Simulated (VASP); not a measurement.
Write the native input for VASP 6.6.1 that does the following.

```
Task                   : single point
Functional             : PBE
Potentials or basis    : VASP PAW PBE potentials, release 64 (C)
Cutoff                 : 520 eV
k mesh                 : 8 × 8 × 8
Occupations            : gaussian, width 0.1 eV
Spin                   : no spin polarisation
Dipole correction      : no
Further INCAR settings : ALGO = Normal; EDIFF = 1e-06; NBANDS = 16
```

The structure of C lies in POSCAR:

```
C
1.0
   -1.4573983733      1.4573983733      2.9632540511
    1.4573983733     -1.4573983733      2.9632540511
    1.4573983733      1.4573983733     -2.9632540511
C
4
Direct
    0.3750000000      1.0010115832      0.1260115832
    0.7510115832      0.1250000000      0.1260115832
   -0.0010115832      0.6250000000      0.8739884168
    0.8750000000      0.2489884168      0.8739884168
```

The cell was built by a generator and needn't be a form met in nature.

These files were run (other wordings do the same):

INCAR

```
SYSTEM = C
ALGO = Normal
EDIFF = 1E-6
ENCUT = 520
GGA = PE
ISIF = 2
ISMEAR = 0
LASPH = .TRUE.
LCHARG = .FALSE.
LREAL = .FALSE.
LWAVE = .FALSE.
NBANDS = 16
NELM = 100
PREC = Accurate
SIGMA = 0.1
```

KPOINTS

```
k-points
0
G
  8 8 8
  0 0 0
```

Potentials or basis: VASP PAW PBE potentials, release 64 (C).

Launch:

```sh
$ cat potpaw_PBE.64/C/POTCAR > POTCAR
$ mpirun -np 1 vasp_std > vasp.out
```

Results of the run:

```json
{"Pressure": "0.5 GPa", "Largest force": "0.004 eV/Å", "Band gap on the k mesh": "none (metal or under the smearing width)"}
```

Caveat: the k mesh is coarse (spacing up to 0.38 Å⁻¹), so the values aren't converged.

It took 27 s on 1 thread of AMD EPYC 7R13 Processor (Zen 3), on a shared host, peak memory 0.12 GiB.
